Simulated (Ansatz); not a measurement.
Calculated with Ansatz (gas phase, PBE0-D4/def2-TZVP geometries, no zero-point term in ΔE). CBS: MP2 limit from def2 TZ/QZ plus the TZ coupled-cluster correction, frozen cores. Functionals use def2-TZVPP. def2 core potentials past Kr. For In outer-core shells are correlated without core-valence functions, which leaves a few kJ/mol of doubt a bond. One conformer a species, not always the lowest.

`C[CH2][In]([Cl])[Cl]` + `CCCS` → `CCCSCC` + `[Cl][InH][Cl]`  (substitution at a C–In bond)

`C[CH2][In]([Cl])[Cl]`:

Z-matrix (Å, degrees):
```
C
C 1 1.519
H 1 1.092 2 112.1
H 1 1.092 2 112.1 3 -120.5
H 1 1.094 2 110.4 3 119.8
In 2 2.145 1 113.6 3 59.9
H 2 1.093 1 112.2 3 -59.9
H 2 1.092 1 112.2 3 179.9
Cl 6 2.325 2 126.3 1 177.5
Cl 6 2.330 2 122.1 1 -2.5
```

`CCCS`:

```xyz
12

C    -1.280   -0.260    0.348
C     0.100    0.182    0.797
C     1.188   -0.048   -0.238
S     1.041    0.942   -1.750
H    -1.283   -1.316    0.060
H    -1.624    0.325   -0.508
H    -2.013   -0.133    1.147
H     0.383   -0.368    1.703
H     0.083    1.242    1.066
H     2.163    0.235    0.167
H     1.254   -1.104   -0.514
H    -0.012    0.301   -2.279
```

`CCCSCC`:

```xyz
18

C    -1.510    0.838    2.008
C    -1.251    0.431    0.566
C    -0.536   -0.905    0.474
S    -0.270   -1.522   -1.201
C     0.835   -0.274   -1.898
C     2.175   -0.151   -1.202
H    -2.135    0.102    2.520
H    -0.576    0.925    2.569
H    -2.020    1.802    2.062
H    -2.192    0.368    0.012
H    -0.653    1.203    0.072
H     0.416   -0.875    1.012
H    -1.136   -1.687    0.949
H     0.320    0.689   -1.938
H     0.969   -0.599   -2.933
H     2.063    0.201   -0.174
H     2.813    0.568   -1.725
H     2.690   -1.113   -1.174
```

`[Cl][InH][Cl]`:

Z-matrix (Å, degrees):
```
In
Cl 1 2.312
Cl 1 2.312 2 111.9
H 1 1.694 2 124.1 3 -180.0
```

```json
{"level": "PBE0", "ΔE (kJ/mol)": "25.4"}
{"level": "HF/def2-TZVPP", "ΔE (kJ/mol)": "20.8"}
```

**Question.** What does CCSD(T)/CBS give? (Estimate.)

**Answer.** The calculation gave: +29.7 kJ/mol. The listed levels differ from it by -4.3, -8.9 kJ/mol.

Largest T1 diagnostic among the species: 0.013.

The D4 term adds −3.8 kJ/mol with B3LYP and −2.2 kJ/mol with PBE0; it sums over pairs of atoms, weighted by their polarisabilities, and B3LYP, whose exchange is more repulsive, gets the larger term. From PBE to PBE0 (25 % exact exchange), in def2-TZVPP and without D4, ΔE moves by −3.1 kJ/mol. In def2-TZVPP, CCSD(T) changes the Hartree–Fock value by +8.7 kJ/mol (the triples alone add +0.2 kJ/mol) and MP2 by +12.0 kJ/mol.

B3LYP here is the variant with VWN-RPA as its local correlation; programs differ in this.

CCSD(T)/CBS has its own doubt, a few kJ/mol and more with outer-core shells, so smaller differences from it don't rank the levels.
